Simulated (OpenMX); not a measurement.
**Co under changes of volume**

One of the cells (10.640 Å³/atom); the others are scaled copies at fixed shape and fractional positions:

```xyz
2
Lattice="2.4720 0.0000 0.0000 -1.2360 2.1408 0.0000 0.0000 0.0000 4.0211" Properties=species:S:1:pos:R:3 pbc="T T T"
Co    1.2360    0.7136    3.0159
Co    0.0000    1.4272    1.0053
```

| Item | Value |
| --- | --- |
| Program | OpenMX 3.8.5 |
| Functional | PBE |
| Potentials or basis | OpenMX 2013 PBE set, Co6.0H-s2p2d1, fixed grid of 28 × 28 × 54 points |
| k mesh | 13 × 13 × 7 |
| Occupations | fermi-dirac, width 0.05 eV |
| Spin | collinear spin, ferromagnetic start |
| Starting moments | [2.0, 2.0] μB |

| volume (Å³/atom) | energy over the lowest point (meV/atom) | moment (μB per cell) | largest force (eV/Å) |
| --- | --- | --- | --- |
| 10.002 | ? | ? | ? |
| 10.215 | 48.06 | 3.13 | 0.040 |
| 10.427 | 24.68 | 3.15 | 0.038 |
| 10.640 | 9.38 | 3.18 | 0.037 |
| 10.853 | 1.61 | 3.20 | 0.035 |
| 11.066 | 0.00 | 3.22 | 0.033 |
| 11.279 | 4.09 | 3.24 | 0.031 |

Q: What does the run at 10.002 Å³/atom give?

A: Energy over the lowest point 80.37 meV/atom; moment 3.10 μB per cell; largest force 0.043 eV/Å.

Worked out: A Birch-Murnaghan fit of order 3 (a polynomial in V^(-2/3)) to the other rows has its minimum at 11.01 Å³/atom with B0 = V·E''(V) = 224 GPa and B' = 6.0 at fixed shape and positions, which overstates the stiffness. It gives 81.12 meV/atom at 10.002 Å³/atom, against the run's 80.37. A straight line through the other rows of the moment, of slope 0.105 μB per Å³/atom, extrapolates to 3.11 μB, against the run's 3.10.

Energies are extrapolated to zero smearing.

Caveats: the transition metal has a single d function, too few for pressures, volumes and moments; the basis of atomic orbitals isn't converged, which shifts pressures, moduli and gaps.
